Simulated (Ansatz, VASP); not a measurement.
**Sr in VASP and in Ansatz**

```
Sr
1.0
     0.00000    2.29069    2.29069
     2.29069    0.00000    2.29069
     2.29069    2.29069    0.00000
Sr
1
Cartesian
  0.0000 0.0000 0.0000
```

Alike in both runs: functional LDA; k mesh 14 × 14 × 14; occupations fermi-dirac, width 0.05 eV; no spin polarisation.

Ansatz relaxed the structure, and its values are those at the end. VASP's run is a single point on that final structure, the one shown.

|  | VASP | Ansatz |
| --- | --- | --- |
| version | VASP 6.6.1 | Ansatz 0.2.0 |
| potentials or method | VASP PAW LDA potentials, release 64 (Sr_sv), cutoff 520 eV | all-electron LAPW, scalar-relativistic |

Ansatz gave:

```
pressure (GPa) : 25.0
```

**Question.** Which values does VASP return?

**Answer.** Pressure (GPa): 25.3.

Ansatz ran all-electron here, so the differences hold the error of VASP's frozen core and of both bases.

Caveats: so large a pressure means that the cell lies far from this level's equilibrium, or that cutoff or potentials fall short (VASP).
